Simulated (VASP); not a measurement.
# Al2Cu (Khatyrkite): Al into a neighbouring Al vacancy, part 3 of 4

Aim: the barrier for one hop in Al2Cu (Khatyrkite): Al into a neighbouring Al vacancy. The start is a cell from a database of measured crystal structures.

VASP 6.6.1; PBE; plane waves and PAW (Cu, Al).

So far. Step 2 (Relax the host): The run ended after 8 ionic steps, 0.008 eV below its first step, once forces and stress met EDIFFG = -0.02. Step 3 (Relax the start): The run ended after 15 ionic steps, 0.126 eV below its first step, once the forces on the free atoms met EDIFFG = -0.05.

### Step 4. Relax the end

The end state is relaxed in the same way, so that both ends share their errors.

INCAR reads:

```
SYSTEM = Al15Cu8
PREC = Normal
ENCUT = 300
EDIFF = 1E-05
NELM = 120
ISMEAR = 1
SIGMA = 0.15
LREAL = Auto
ALGO = Fast
GGA = PE
NBANDS = 89
LASPH = .TRUE.
LORBIT = 11
LWAVE = .FALSE.
LCHARG = .FALSE.
NCORE = 3
IBRION = 2
NSW = 60
ISIF = 2
EDIFFG = -0.05
POTIM = 0.4
MAXMIX = 40
ISYM = 0
```

POSCAR reads:

```
Al15Cu8
1.0
    6.0266191050      0.0000000000      0.0000000000
    0.0000000000      6.0266191050      0.0000000000
    0.0000000000      0.0000000000      9.8550001764
Cu Al
8 15
Direct
    0.0008442150      0.0040641260      0.1243961911
   -0.0026907776      0.0024964041      0.6255143511
    0.5029730868      0.4988543636      0.3719927585
    0.4996349171      0.4985204701      0.8765734628
    0.0006425920     -0.0054121530      0.3725745042
    0.0029329514      0.0022558752      0.8737006731
    0.4999965195      0.5014786850      0.6259505922
    0.5029079063      0.5008511758      0.1248075528
    0.1579932115      0.3446513716      0.4954320563
    0.6583920843      0.8412572872      0.2471073588
    0.6599567060      0.8389864248      0.7517502685
    0.8407309815      0.3433684315      0.2524735537
    0.8424185667      0.3382415955      0.7469268014
    0.3469665712      0.8407784373      0.4986026079
    0.3416265058      0.8405125531      0.0017293602
    0.1589648217      0.3411934022     -0.0014501871
    0.3427060862      0.1554212266      0.7513513738
    0.8462051274      0.6537923886      0.4949949687
    0.8431949529      0.6673077071     -0.0020313036
    0.6547016555      0.1608067856     -0.0017061828
    0.6571729259      0.1576969611      0.5010796592
    0.1575071867      0.6597744121      0.2496417387
    0.1560490931      0.6577908486      0.7480712336
```

KPOINTS reads:

```
Automatic mesh
0
Monkhorst-Pack
3 3 2
0 0 0
```

The projector-augmented-wave data sets are Cu and Al (PBE family, release 64).

Started as:

```bash
> mpirun -np 3 vasp_std
```

Output:

```text
[... set-up lines as in an earlier step ...]
 entering main loop
       N       E                     dE             d eps       ncg     rms          rms(c)
DAV:   1     0.783767215877E+03    0.78377E+03   -0.34879E+04  1602   0.106E+03
DAV:   2    -0.262663728076E+02   -0.81003E+03   -0.77598E+03  1605   0.297E+02
DAV:   3    -0.102220419465E+03   -0.75954E+02   -0.68350E+02  1935   0.118E+02
DAV:   4    -0.106187425729E+03   -0.39670E+01   -0.38918E+01  2508   0.304E+01
DAV:   5    -0.106250094822E+03   -0.62669E-01   -0.62561E-01  2500   0.466E+00    0.418E+01
RMM:   6    -0.126341760339E+03   -0.20092E+02   -0.48177E+02  1702   0.155E+02    0.368E+01
RMM:   7    -0.898439443682E+02    0.36498E+02   -0.15530E+02  1603   0.928E+01    0.757E+00
RMM:   8    -0.884869855916E+02    0.13570E+01   -0.12249E+01  1615   0.255E+01    0.228E+00
RMM:   9    -0.884798357125E+02    0.71499E-02   -0.14785E+00  1619   0.488E+00    0.174E+00
RMM:  10    -0.884685799241E+02    0.11256E-01   -0.51934E-01  1637   0.414E+00    0.536E-01
RMM:  11    -0.884829327242E+02   -0.14353E-01   -0.18742E-01  1647   0.185E+00    0.691E-01
RMM:  12    -0.884758328250E+02    0.70999E-02   -0.45887E-02  1627   0.141E+00    0.260E-01
RMM:  13    -0.884765200284E+02   -0.68720E-03   -0.23792E-02  2015   0.587E-01    0.131E-01
RMM:  14    -0.884765529502E+02   -0.32922E-04   -0.31040E-03  1789   0.236E-01    0.699E-02
RMM:  15    -0.884766154703E+02   -0.62520E-04   -0.60492E-04  1823   0.121E-01    0.482E-02
RMM:  16    -0.884765845470E+02    0.30923E-04   -0.19391E-04  1634   0.812E-02    0.241E-02
RMM:  17    -0.884765709933E+02    0.13554E-04   -0.10401E-04  1652   0.470E-02    0.109E-02
RMM:  18    -0.884765737811E+02   -0.27878E-05   -0.41063E-05  1271   0.331E-02
   1 F= -.88476574E+02 E0= -.88477151E+02  d E =-.884766E+02
 curvature:   0.00 expect dE= 0.000E+00 dE for cont linesearch  0.000E+00
 trial: gam= 0.00000 g(F)=  0.461E-01 g(S)=  0.000E+00 ort = 0.000E+00 (trialstep = 0.100E+01)
 search vector abs. value=  0.461E-01
 bond charge predicted
       N       E                     dE             d eps       ncg     rms          rms(c)
DAV:   1    -0.885111448997E+02   -0.34574E-01   -0.35467E+00  1788   0.611E+00    0.210E-01
RMM:   2    -0.885141553623E+02   -0.30105E-02   -0.45154E-02  1664   0.147E+00    0.195E-01
RMM:   3    -0.885148778830E+02   -0.72252E-03   -0.15646E-02  1731   0.759E-01    0.152E-01
RMM:   4    -0.885153577035E+02   -0.47982E-03   -0.75166E-03  2104   0.388E-01    0.115E-01
RMM:   5    -0.885152991185E+02    0.58585E-04   -0.48977E-04  1886   0.826E-02    0.100E-01
RMM:   6    -0.885152316751E+02    0.67443E-04   -0.59044E-05  1304   0.331E-02    0.839E-02
RMM:   7    -0.885151291124E+02    0.10256E-03   -0.58416E-04  2070   0.123E-01    0.367E-02
RMM:   8    -0.885151168293E+02    0.12283E-04   -0.71755E-05  1548   0.501E-02    0.220E-02
RMM:   9    -0.885151119530E+02    0.48763E-05   -0.19684E-05  1012   0.190E-02
   2 F= -.88515112E+02 E0= -.88515741E+02  d E =-.385382E-01
[... from here on, the cycles between the ionic steps are left out ...]
   3 F= -.88547781E+02 E0= -.88548240E+02  d E =-.712077E-01
   4 F= -.88561867E+02 E0= -.88562379E+02  d E =-.140857E-01
   5 F= -.88567724E+02 E0= -.88568250E+02  d E =-.199427E-01
   6 F= -.88567941E+02 E0= -.88568467E+02  d E =-.201594E-01
   7 F= -.88574993E+02 E0= -.88575441E+02  d E =-.705199E-02
   8 F= -.88578889E+02 E0= -.88579267E+02  d E =-.109483E-01
   9 F= -.88579558E+02 E0= -.88579734E+02  d E =-.116173E-01
  10 F= -.88580439E+02 E0= -.88580708E+02  d E =-.124980E-01
  11 F= -.88587448E+02 E0= -.88587576E+02  d E =-.700877E-02
  12 F= -.88594644E+02 E0= -.88594459E+02  d E =-.142052E-01
  13 F= -.88594856E+02 E0= -.88594593E+02  d E =-.144170E-01
  14 F= -.88600400E+02 E0= -.88599887E+02  d E =-.554399E-02
  15 F= -.88600567E+02 E0= -.88599983E+02  d E =-.571152E-02
 curvature:  -5.18 expect dE=-0.804E-02 dE for cont linesearch -0.683E-06
 trial: gam= 0.42952 g(F)=  0.155E-02 g(S)=  0.000E+00 ort =-0.369E-04 (trialstep = 0.281E+01)
 search vector abs. value=  0.343E-02
 bond charge predicted
       N       E                     dE             d eps       ncg     rms          rms(c)
DAV:   1    -0.886016986479E+02   -0.11221E-02   -0.12839E+00  1638   0.371E+00    0.129E-01
RMM:   2    -0.886027203833E+02   -0.10217E-02   -0.13769E-02  1667   0.829E-01    0.114E-01
RMM:   3    -0.886031434713E+02   -0.42309E-03   -0.54529E-03  1989   0.355E-01    0.913E-02
RMM:   4    -0.886031225903E+02    0.20881E-04   -0.81620E-04  1824   0.132E-01    0.829E-02
RMM:   5    -0.886030556066E+02    0.66984E-04   -0.32557E-04  1665   0.775E-02    0.510E-02
RMM:   6    -0.886030531740E+02    0.24326E-05   -0.16992E-04  1830   0.521E-02    0.476E-02
RMM:   7    -0.886030450822E+02    0.80918E-05   -0.18287E-05  1009   0.243E-02
  16 F= -.88603045E+02 E0= -.88602247E+02  d E =-.247774E-02
 trial-energy change:   -0.002478  1 .order   -0.002628   -0.004327   -0.000929
 step:   4.0621(harm=  3.5831)  dis= 0.01093  next Energy=   -88.603238 (dE=-0.267E-02)
 reached required accuracy - stopping structural energy minimisation
```

The job ended after 2.5 min (3 MPI ranks of Intel Xeon 6975P-C (Granite Rapids), shared host; peak memory 0.44 GiB; 7.2 min of CPU time).

From OUTCAR (step 4):

```text
 Found      9 irreducible k-points:

   NELECT =     133.0000    total number of electrons

 E-fermi :   7.4051

 k-point     1 :       0.0000    0.0000    0.2500
  band No.  band energies     occupation
    ...
     64       6.1788      2.00000
     65       6.4040      2.00000
     66       6.4305      2.00000
     67       6.8697      2.00001
     68       7.0914      2.01176
     69       7.6081     -0.06669
     70       7.7633     -0.00376
     71       7.9393     -0.00001
     72       7.9824     -0.00000
     73       8.5766     -0.00000
    ...

 k-point     2 :       0.3333    0.0000    0.2500
  band No.  band energies     occupation
    ...
     63       6.1491      2.00000
     64       6.3988      2.00000
     65       6.6055      2.00000
     66       7.0425      2.00332
     67       7.3154      1.83826
     68       7.6602     -0.03706
     69       7.9643     -0.00000
     70       8.0631     -0.00000
     71       8.6686     -0.00000
     72       8.9684     -0.00000
    ...

  Total       -3.5409655     -3.4202312     -2.5496906      2.7941205      0.0784274     -0.0153338
  in kB      -15.8499594    -15.3095321    -11.4128457     12.5069549      0.3510542     -0.0686367
  external PRESSURE =     -14.1907791 kB  Pullay stress =       0.0000000 kB

 POSITION                                       TOTAL-FORCE (eV/Angst)
 -----------------------------------------------------------------------------------
      5.99612      5.98154      1.22985        -0.001276      0.000251     -0.004778
      5.99658      0.03010      6.14388        -0.018951     -0.000612     -0.010047
      3.06219      3.05114      3.68135         0.006327      0.000762     -0.007610
      2.99221      3.04435      8.62338        -0.020368      0.014956     -0.017558
      5.99034      5.98552      3.68383         0.005958     -0.015656     -0.014053
      5.99687      0.02540      8.62242        -0.012476      0.006382      0.011305
      2.99279      3.04636      6.13977        -0.014329      0.017866      0.026954
      3.05220      3.04986      1.22895         0.024354     -0.008487      0.007814
      1.04668      1.97243      4.76459         0.017424     -0.012530      0.024345
      4.01990      5.02118      2.45659        -0.000175      0.018489     -0.002415
      3.92860      5.11477      7.38153         0.000658      0.005697      0.001760
      5.10258      2.03869      2.44816        -0.002994     -0.011464      0.020611
      5.06294      2.09533      7.38439        -0.005141      0.004126      0.000018
      2.03204      5.09022      4.90058         0.009325     -0.006589      0.008474
      2.04053      5.09056      0.00215        -0.020969     -0.005725      0.018021
      1.03861      1.97209      0.14061         0.006007      0.008160     -0.027517
      2.00153      1.01719      7.38533        -0.009913      0.012188     -0.010474
      5.12219      3.92449      4.96822        -0.011671      0.011630     -0.026859
      5.10685      3.93353      9.80655         0.020916     -0.012335      0.006175
      3.95579      0.98454      0.01059         0.010137     -0.005234     -0.009573
      3.95253      0.98401      4.89634         0.011376     -0.013636      0.015371
      0.98096      3.94520      2.45518         0.001025     -0.009951     -0.001475
      0.92387      3.98492      7.38484         0.004755      0.001714     -0.008490
 -----------------------------------------------------------------------------------
    total drift:                                0.005372      0.030586     -0.028009

  FREE ENERGIE OF THE ION-ELECTRON SYSTEM (eV)
  ---------------------------------------------------
  free  energy   TOTEN  =       -88.6030450822 eV

  energy  without entropy=      -88.6006512485  energy(sigma->0) =      -88.60224714

 total charge
# of ion       s       p       d       tot
------------------------------------------
    1        0.494   0.477   9.133  10.103
    2        0.492   0.495   9.128  10.115
    3        0.494   0.477   9.132  10.104
    4        0.492   0.496   9.128  10.116
    5        0.494   0.477   9.132  10.103
    6        0.492   0.496   9.128  10.116
    7        0.492   0.495   9.127  10.114
    8        0.494   0.477   9.133  10.104
    9        0.430   0.327   0.000   0.758
   10        0.436   0.315   0.000   0.751
   11        0.426   0.333   0.000   0.759
   12        0.422   0.351   0.000   0.772
   13        0.428   0.338   0.000   0.766
   14        0.425   0.341   0.000   0.766
   15        0.425   0.341   0.000   0.766
   16        0.430   0.327   0.000   0.757
   17        0.431   0.334   0.000   0.765
   18        0.431   0.328   0.000   0.759
   19        0.431   0.329   0.000   0.760
   20        0.425   0.341   0.000   0.766
   21        0.425   0.341   0.000   0.766
   22        0.422   0.351   0.000   0.772
   23        0.428   0.338   0.000   0.766
--------------------------------------------------
tot         10.359   8.925  73.040  92.325

[... 6 parts as in an earlier step ...]

[... 6 further parts left out ...]
```

CONTCAR:

```
Al15Cu8
   1.00000000000000
     6.0266191050000000    0.0000000000000000    0.0000000000000000
     0.0000000000000000    6.0266191050000000    0.0000000000000000
     0.0000000000000000    0.0000000000000000    9.8550001764000008
  Cu              Al
     8    15
Direct
     0.9949396030833650    0.9925207950958294    0.1247943906178184
     0.9950152527199049    0.0049945190492788    0.6234272570332444
     0.5081107025552226    0.5062774118921963    0.3735510330014664
     0.4964996391547707    0.5051507576733553    0.8750262187511904
     0.9939807087534229    0.9931797952317821    0.3738029844330448
     0.9950635004642945    0.0042151349756598    0.8749280430168946
     0.4965951365843544    0.5054839591738529    0.6230104108756396
     0.5064536369835093    0.5060645007960414    0.1247032225068442
     0.1736768405058709    0.3272869301903497    0.4834692713996269
     0.6670235050337092    0.8331668729150207    0.2492732849809981
     0.6518747107593287    0.8486959994086380    0.7490132905066258
     0.8466739225223964    0.3382813385864192    0.2484185262765451
     0.8400954253797684    0.3476784822750387    0.7493035315105732
     0.3371775714931025    0.8446233263681756    0.4972686830975987
     0.3385854685761289    0.8446786876939947    0.0002181160255519
     0.1723367931057179    0.3272300241313876    0.0142675354659519
     0.3321145827245063    0.1687830239887274    0.7493992420531462
     0.8499279928746569    0.6511931958332210    0.5041320019104841
     0.8473824353467468    0.6526933731805992    0.9950834160567473
     0.6563867497105081    0.1633655752225752    0.0010749826844944
     0.6558447573585470    0.1632767573293441    0.4968378589472143
     0.1627706727023098    0.6546290449179046    0.2491308792885771
     0.1532982785078628    0.6612192737706158    0.7493492126597194
```

Relaxation path:

```tsv
step	energy less that of the first step (eV)	largest force (eV/Å)
1	0.0000	0.4419
2	-0.0385	0.3340
3	-0.0712	0.2522
4	-0.0853	0.1464
5	-0.0911	0.1497
6	-0.0914	0.1746
7	-0.0984	0.1016
8	-0.1023	0.1084
9	-0.1030	0.2175
10	-0.1039	0.1277
11	-0.1109	0.0988
12	-0.1181	0.1001
13	-0.1183	0.1348
14	-0.1238	0.0520
15	-0.1240	0.0636
16	-0.1265	0.0354
```

The atoms that moved most (Å):

```tsv
atom	dx	dy	dz	length
Al16	0.081	-0.084	0.155	0.194
Al9	0.095	-0.105	-0.118	0.184
Al17	-0.064	0.081	-0.019	0.105
Al19	0.025	-0.088	-0.028	0.096
Al18	0.022	-0.016	0.090	0.094
Al11	-0.049	0.059	-0.027	0.081
Cu1	-0.036	-0.070	0.004	0.078
Al10	0.052	-0.049	0.021	0.074
```

Final coordinates:

```cif
data_structure
_symmetry_space_group_name_H-M 'P 1'
_symmetry_Int_Tables_number 1
_cell_length_a 6.0266
_cell_length_b 6.0266
_cell_length_c 9.8550
_cell_angle_alpha 90.000
_cell_angle_beta 90.000
_cell_angle_gamma 90.000
_cell_volume 357.93
loop_
_atom_site_label
_atom_site_type_symbol
_atom_site_fract_x
_atom_site_fract_y
_atom_site_fract_z
_atom_site_occupancy
Cu1 Cu 0.99494 0.99252 0.12479 1
Cu2 Cu 0.99502 0.00499 0.62343 1
Cu3 Cu 0.50811 0.50628 0.37355 1
Cu4 Cu 0.49650 0.50515 0.87503 1
Cu5 Cu 0.99398 0.99318 0.37380 1
Cu6 Cu 0.99506 0.00422 0.87493 1
Cu7 Cu 0.49660 0.50548 0.62301 1
Cu8 Cu 0.50645 0.50606 0.12470 1
Al9 Al 0.17368 0.32729 0.48347 1
Al10 Al 0.66702 0.83317 0.24927 1
Al11 Al 0.65187 0.84870 0.74901 1
Al12 Al 0.84667 0.33828 0.24842 1
Al13 Al 0.84010 0.34768 0.74930 1
Al14 Al 0.33718 0.84462 0.49727 1
Al15 Al 0.33859 0.84468 0.00022 1
Al16 Al 0.17234 0.32723 0.01427 1
Al17 Al 0.33211 0.16878 0.74940 1
Al18 Al 0.84993 0.65119 0.50413 1
Al19 Al 0.84738 0.65269 0.99508 1
Al20 Al 0.65639 0.16337 0.00107 1
Al21 Al 0.65584 0.16328 0.49684 1
Al22 Al 0.16277 0.65463 0.24913 1
Al23 Al 0.15330 0.66122 0.74935 1
```

Numbers from this step:

| Property | Result |
| --- | --- |
| electronic cycles | 131 |
| free energy (TOTEN) | -88.6030 eV |
| Fermi energy | 7.405 eV |

The run ended after 16 ionic steps, 0.126 eV below its first step, once the forces on the free atoms met EDIFFG = -0.05.

(Continued in part 4 of 4.)

[Lines on the potential files, build, host, timing and source positions are cut from VASP's logs without a mark.]

[Logs are printed without paths, hosts, clocks, repeated set-up lines and the standing remarks that a program may print on its own settings, such as how far it seeks lower states.]

[Hosts, paths, dates, database ids (printed as entryN), source tags and the programs' standing remarks are cut or masked in the printed files.]

[Runs that stopped without an error message from VASP are left out.]
